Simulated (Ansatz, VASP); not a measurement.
# Sc: VASP beside Ansatz

```
Sc
1.0
     3.04051    0.05316    0.01171
     1.47358    2.66008    0.01663
     1.49608    0.89457    2.49254
Sc
1
Direct
  0.00000 0.00000 0.00000
```

Alike in both runs: functional PBEsol; k mesh 16 × 16 × 16; occupations gaussian, width 0.1 eV; no spin polarisation.

Ansatz relaxed the structure, and its values are those at the end. VASP's run is a single point on that final structure, the one shown.

```csv
,VASP,Ansatz
version,VASP 6.6.1,Ansatz 0.2.0
potentials or method,"VASP PAW PBE potentials, release 64 (Sc_sv)","scalar-relativistic, plane waves, PAW"
plane-wave cutoff (eV),520,420
valence electrons in the cell,11,11
```

|  | VASP | Ansatz | Ansatz less VASP |
| --- | --- | --- | --- |
| gap on the k mesh at the Fermi level (eV) | none | none | - |
| pressure (GPa) | 12.0 | 12.0 | -0.02 |

A gap of «none» marks a metal or a gap that the smearing closes. Ansatz warned: «near_symmetry_operations_not_taken».

Caveats: the PAW data sets were made with another functional, which shifts forces and pressure a little (VASP).
